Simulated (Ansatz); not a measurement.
**NaH: the cell at several levels of theory**

The task here is to estimate one member of a computed series from the others.

Code: Ansatz 0.2.0. PAW datasets, plane waves, zero pressure. (Calculated; spin-unpolarised; the phase may be known or hypothetical.)

**The system as given**

This is the cell as the run starts from it, not yet at rest; its lengths are not the crystal's.

The symmetry is F-43m (No. 216, cubic); a = 4.286 Å in the conventional setting, 9.84 Å³ an atom. Around Na lie 4 H at 1.86 Å; around H lie 4 Na at 1.86 Å.

As a file:

```cif
data_structure
_symmetry_space_group_name_H-M 'F-43m'
_symmetry_Int_Tables_number 216
_cell_length_a 4.2856
_cell_length_b 4.2856
_cell_length_c 4.2856
_cell_angle_alpha 90.000
_cell_angle_beta 90.000
_cell_angle_gamma 90.000
_cell_volume 78.71
loop_
_atom_site_label
_atom_site_type_symbol
_atom_site_symmetry_multiplicity
_atom_site_Wyckoff_symbol
_atom_site_fract_x
_atom_site_fract_y
_atom_site_fract_z
_atom_site_occupancy
Na1 Na 4 a 0.00000 0.00000 0.00000 1
H1 H 4 d 0.25000 0.25000 0.75000 1
```

Set-up of the first run:

input.yaml reads:

```yaml
crystal:
  lattice:
    - [0.0, 2.1427777891, 2.1427777891]
    - [2.1427777891, 0.0, 2.1427777891]
    - [2.1427777891, 2.1427777891, 0.0]
  atoms:
    - { symbol: Na, position: [0.0, 0.0, 0.0] }
    - { symbol: H, position: [0.25, 0.25, 0.25] }
kpoints:
  mp_grid: { grid: [10, 10, 10] }
hamiltonian:
  xc: pbe
scf:
  occupations: { method: fermi_dirac, width: 0.02 }
relax:
  f_tol: 0.005
  cell: {}
```

The run is started by

```sh
> ansatz run input.yaml --threads 2 --pin off --max-ram 2211MiB --backend cpu --events-out ev --progress --plain --runs-dir out
```

Steps of the session up to this table: PBE: cell and atoms; r2SCAN: cell and atoms; PBEsol: cell and atoms; Relaxing with LDA; HSE06: cell and atoms.

One of the session's tables, all rows but one given; the rest of the session is left out.

```
 level  a (Å)  volume (Å³/atom)
   PBE  5.219            17.773
r2SCAN  5.194            17.514
PBEsol  5.177            17.342
   LDA      ?                 ?
 HSE06  5.198            17.552
```

Q: Estimate the row for LDA from the others.

The run gave: a (Å): 5.068; volume (Å³/atom): 16.268. In the column «a (Å)» it is the lowest.

What this shows: The first relaxation changed the volume by +80.6 % from the start. LDA gives the smallest cell and PBE the largest; they differ by 9.2 % in volume, a mean of 3.0 % in length. The meshes differ: PBE 10×10×10, r2SCAN 8×8×8, PBEsol 8×8×8, LDA 8×8×8, HSE06 6×6×6.
